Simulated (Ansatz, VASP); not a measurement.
Ni: VASP beside Ansatz

```xyz
1
Lattice="0.0000 1.7123 1.7123 1.7123 0.0000 1.7123 1.7123 1.7123 0.0000" Properties=species:S:1:pos:R:3 pbc="T T T"
Ni    0.0000    0.0000    0.0000
```

Alike in both runs: functional LDA; k mesh 10 × 10 × 10; occupations gaussian, width 0.1 eV; collinear spin.

Ansatz relaxed the structure, and its values are those at the end. VASP's run is a single point on that final structure, the one shown.

|  | VASP | Ansatz |
| --- | --- | --- |
| version | VASP 6.6.1 | Ansatz 0.2.0 |
| potentials or method | VASP PAW LDA potentials, release 64 (Ni) | scalar-relativistic, plane waves, PAW |
| plane-wave cutoff (eV) | 520 | 420 |
| valence electrons in the cell | 10 | 18 |

Ansatz gave:

| Item | Value |
| --- | --- |
| gap on the k mesh at the Fermi level (eV) | none |
| pressure (GPa) | 0.4 |
| net moment per atom (μB) | 0.68 |
| size of the moment on the site where the two differ most (μB) | 0.71 |

Task: Estimate VASP's values.

Result: gap on the k mesh at the Fermi level (eV): none; pressure (GPa): 0.2; net moment per atom (μB): 0.65; size of the moment on the site where the two differ most (μB): 0.65.

Site moments also hang on the region over which each program counts them. A gap of «none» marks a metal or a gap that the smearing closes. The two sets of potentials don't hold the same shells in valence.
